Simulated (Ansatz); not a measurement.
The crystal is AlN (honeycomb monolayer).

The cell holds 2 atoms: 1 Al and 1 N. Cell: a = 3.126 Å, b = 3.126 Å, c = 23.200 Å, α = 90.0°, β = 90.0°, γ = 120.0°. Vacuum lies along c.

```xyz
2
Lattice="3.1265 0.0000 0.0000 -1.5632 2.7076 0.0000 0.0000 0.0000 23.2000" Properties=species:S:1:pos:R:3
Al    0.0000    1.8051   11.6000
N     1.5632    0.9025   11.6000
```

The structure was relaxed with PBE. The runs that relaxed it are not among those shown.

Gaps computed with Ansatz 0.2.0 without a self-energy: PBE 2.91 eV and PBE0 4.74 eV.

Estimate the G0W0@PBE gap with 6×6×1 mesh, 380 empty bands, screening to 90 eV, PAW set soft_1 files.

About 5.31 eV: on its mesh the run moves the gap from 2.90 eV by +2.40 eV. Among the scalar-relativistic levels given, PBE0 is nearest (−0.57 eV). Bands and cutoff are finite, so the gap is not at the basis limit. The miss can reach some tenths of an eV and take either sign; the mesh is an error of its own. The mesh in the plane is coarse for a sheet; gap and any exciton binding can still move on denser ones.

[Paths, hosts, dates, memory and timing lines, banners, echoed tables and standing remarks are left out of the program output.]

[Logs are printed without paths, hosts, clocks, repeated set-up lines and the standing remarks that a program may print on its own settings, such as how far it seeks lower states.]

[Runs of the session that timed out or met a known fault of the program may be left out.]

[Cells called generated may have been cut or substituted from an entry of the Crystallography Open Database or the Materials Project.]

[Hosts, paths, dates, database ids (printed as entryN), source tags and the programs' standing remarks are cut or masked in the printed files.]
